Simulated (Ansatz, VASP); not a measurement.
# One calculation of HgSe, two programs

```xyz
2
Lattice="0.0000 3.1301 3.1301 3.1301 0.0000 3.1301 3.1301 3.1301 0.0000" Properties=species:S:1:pos:R:3 pbc="T T T"
Hg    0.0000    0.0000    0.0000
Se    1.5651    1.5651    1.5651
```

Alike in both runs: task relaxation of cell and atoms; functional PBE; k mesh 12 × 12 × 12; occupations fermi-dirac, width 0.15 eV; no spin polarisation.

```csv
,VASP,Ansatz
version,VASP 6.6.1,Ansatz 0.2.0
potentials or method,"VASP PAW PBE potentials, release 64 (Hg, Se)","scalar-relativistic, plane waves, PAW"
plane-wave cutoff (eV),600,420
valence electrons in the cell,18,36
```

|  | VASP | Ansatz | Ansatz less VASP |
| --- | --- | --- | --- |
| gap on the k mesh at the Fermi level, each at its own relaxed structure (eV) | none | none | - |
| relaxed volume (Å³/atom) | 30.84 | 30.69 | -0.155 |
| relaxed cell length with the largest relative difference (Å) | 4.435 | 4.428 | -0.0074 |

A gap of «none» marks a metal or a gap that the smearing closes. The two sets of potentials don't hold the same shells in valence.

The runs have no spin-orbit coupling, so splittings on Hg are missing. Zero-point motion and thermal expansion aren't in these numbers. PBE usually gives volumes a little too large and moduli too small.
